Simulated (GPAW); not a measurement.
Runs of GPAW 26.7.0 on Os. It takes space group P6_3/mmc (No. 194, hexagonal). Conventional cell: a = 2.734 Å, b = 2.734 Å, c = 4.320 Å, α = 90.00°, β = 90.00°, γ = 120.00°. Os (site symmetry -6m2) is surrounded by 12 Os at 2.68 to 2.73 Å. 

| task | level | potentials or basis | spin | cell | k mesh | cutoff (eV) | maxiter | optimizer | fmax | max steps | target pressure | gap on the mesh (eV) | pressure (GPa) | V0 of scaled cells (Å³/atom) | relaxed volume (Å³/atom) | B0 (GPa) |
| --- | --- | --- | --- | --- | --- | --- | --- | --- | --- | --- | --- | --- | --- | --- | --- | --- |
| equation of state | vdW-DF-cx | GPAW PAW data sets (gpaw-data 1.2.1), pw | off | as given | 8 × 8 × 5 | 600 | 150 | - | - | - | - | - | - | (a) | - | 406 |
| relaxation of cell and atoms | PW91+D4 | PAW data sets generated in the run's folder for this functional, pw | off | relaxed | 8 × 8 × 5 | 600 | 150 | BFGS | 0.02 eV/Å | 60 | - | none | 0.2 | - | (b) | - |
| equation of state | BEEF-vdW | GPAW PAW data sets (gpaw-data 1.2.1), pw | off | as given | 8 × 8 × 5 | 600 | 150 | - | - | - | - | - | - | 14.45 | - | (c) |
| relaxation of cell and atoms | BP86+D4 | PAW data sets generated in the run's folder for this functional, pw | off | relaxed to -2 GPa | 8 × 8 × 5 | 600 | 150 | LBFGS | 0.02 eV/Å | 60 | -2 GPa | none | -2.0 | - | - | - |
| relaxation of cell and atoms | BLYP+D3 | PAW data sets generated in the run's folder for this functional, pw | off | relaxed | 8 × 8 × 5 | 600 | 150 | LBFGS | 0.01 eV/Å | 40 | - | none | 0.0 | - | 14.07 | - |
| equation of state | LDA | JTH PAW 2.0, LDA, pw | off | as given | 8 × 8 × 5 | 600 | 150 | - | - | - | - | - | - | 13.65 | - | 460 |
| band structure | TASK | GPAW PAW data sets (gpaw-data 1.2.1), pw | SOC, no magnetisation | as given | 8 × 8 × 5 | 600 | 150 | - | - | - | - | - | -0.8 | - | - | - |
| single point | LDA | the program's PAW data sets (release 1.2.1) made for this functional, pw | off | as given | 9 × 9 × 5 | 500 | 80 | - | - | - | - | none | -13.2 | - | - | - |

Alike in all rows: smearing fermi-dirac 0.05 eV.

Q: Fill in the values left out.

A: (a) 14.15; (b) 14.00; (c) 372.

Caveats: the cell was scaled at fixed shape and fractional positions, which overstates the stiffness of a crystal with free parameters, most of all of layers and chains (some runs); the PAW data sets were made with another functional, which shifts forces and pressure a little (some runs); later steps reuse the first step's grids (some runs); pairwise dispersion overbinds metals, which lowers pressure and volume (some runs); the program truncates these outside data sets (some runs); spin-orbit coupling was added after a scalar SCF, so levels and gaps hold it while energy, forces, pressure and moments don't (some runs); this program's spin-orbit splittings come out too wide for heavy elements (some runs).

A k mesh can miss the band edges, and rows without SOC leave out spin-orbit coupling on Os.

A gap of «none» marks a metal or a gap under the smearing width.

Runs at the PBE level aren't shown here.
